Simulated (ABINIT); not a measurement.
Runs of ABINIT 10.8.3 (patched build) on SnTe. It takes space group Fm-3m (No. 225, cubic). Conventional cell: a = 6.302 Å, b = 6.302 Å, c = 6.302 Å, α = 90.00°, β = 90.00°, γ = 90.00°. Te (site symmetry m-3m) has 6 Sn at 3.15 Å as nearest neighbours. Around Sn (site symmetry m-3m) lie 6 Te at 3.15 Å. 

| task | level | spin | cutoff (eV) | fine-grid cutoff | pressure (GPa) |
| --- | --- | --- | --- | --- | --- |
| single point | PW91 | off | 707 | 1306.15 eV | 1.9 |
| single point | BLYP | off | 707 | 1306.15 eV | (b) |
| single point | LDA | off | 707 | 1306.15 eV | -1.8 |
| single point | PBEsol | off | 707 | 1306.15 eV | -0.7 |
| single point | SCAN | off | 707 | 1306.15 eV | 0.5 |
| single point | r2SCAN | off | 707 | 1306.15 eV | (a) |
| band structure | PBE | SOC, no magnetisation | 599 | 1197.3 eV | 2.1 |
| band structure | PBE | off | 599 | 1197.3 eV | 2.1 |

Alike in all rows: potentials or basis JTH PAW PBE v2.0; cell as given; k mesh 7 × 7 × 7; smearing fermi-dirac 0.05 eV.

Task: Fill in the values left out.

Result: (a) 1.2; (b) 5.8.

Caveats: the PAW data sets were made with another functional, which shifts forces and pressure a little (some runs).
